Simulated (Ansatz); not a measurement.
# Eu in Ansatz: the effect of starting spin order

Eu:

```xyz
1
Lattice="-2.3030 2.3030 2.3030 2.3030 -2.3030 2.3030 2.3030 2.3030 -2.3030" Properties=species:S:1:pos:R:3 pbc="T T T"
Eu    0.0000    0.0000    0.0000
```

Alike in all runs:

- Program: Ansatz 0.2.0
- Task: single point
- Functional: PBEsol
- Potentials or basis: Ansatz PAW
- Cutoff: 420 eV (not typed: the program's choice for these potentials)
- k mesh: 8 × 8 × 8
- Occupations: fermi-dirac, width 0.05 eV

| starting spin order | spin | starting moments | energy over the lowest run (meV/atom) | final net moment (μB) | final largest site moment (μB) |
| --- | --- | --- | --- | --- | --- |
| spin off | no spin polarisation | - | ? | ? | ? |
| fm | collinear spin, ferromagnetic start | [7.0] μB | 0.0 | 7.37 | 7.10 |
| random | collinear spin, random start | [4.73] μB | 0.0 | 7.37 | 7.10 |
| ferromagnetic start, larger moments | collinear spin, ferromagnetic start | [8.5] μB | 0.0 | 7.37 | 7.10 |

Q: What does the run with starting spin order spin off give?

A: Energy over the lowest run 7503.2 meV/atom; final net moment 0.00 μB; final largest site moment 0.00 μB.
